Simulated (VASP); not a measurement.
## CuAu: single point with LDA

The system is CuAu.

```xyz
2
Lattice="2.8096 0.0000 0.0000 0.0000 2.8096 0.0000 0.0000 0.0000 3.4909" Properties=species:S:1:pos:R:3 pbc="T T T"
Cu    1.4048    1.4048    1.7455
Au    0.0000    0.0000    0.0000
```

The cell isn't the ideal one: relaxed again under DFT LDA, scalar-relativistic, plane waves, PAW.

```json
{
  "Program": "VASP 6.6.1",
  "Task": "single point",
  "Functional": "LDA",
  "Potentials or basis": "VASP PAW LDA potentials, release 64 (Cu, Au)",
  "Cutoff": "520 eV",
  "k mesh": "14 × 14 × 12",
  "Occupations": "gaussian, width 0.1 eV",
  "Spin": "no spin polarisation"
}
```

```yaml
Pressure: 0.5 GPa
Band_gap_on_the_k_mesh: none (metal or under the smearing width)
```

Levels at points of the mesh, in eV from the Fermi level:
```csv
k point,band 8,band 9,band 10,band 11,band 12,band 13,band 14,band 15
"(0.00, 0.00, 0.00)",-2.23,-1.80,-1.56,-1.56,2.81,9.47,9.47,9.55
"(0.50, 0.00, 0.00)",-3.26,-2.69,-2.47,-1.12,-0.34,10.29,10.41,12.25
"(0.50, 0.50, 0.00)",-1.82,-1.41,-1.41,0.19,0.19,5.00,6.92,10.60
"(0.00, 0.00, 0.50)",-2.94,-2.64,-2.64,-2.44,-2.25,14.21,14.63,14.63
"(0.50, 0.00, 0.50)",-1.95,-1.64,-1.56,-1.25,-1.24,2.86,4.85,15.65
"(0.50, 0.50, 0.50)",-2.32,-1.87,-1.81,5.20,5.63,5.63,6.18,6.82
```

Wall time 52 s on 1 thread of Intel(R) Xeon(R) Platinum 8559C (Emerald Rapids) (shared host), peak memory 0.24 GiB.

Spin-orbit coupling is left out, which matters for the levels of Au.
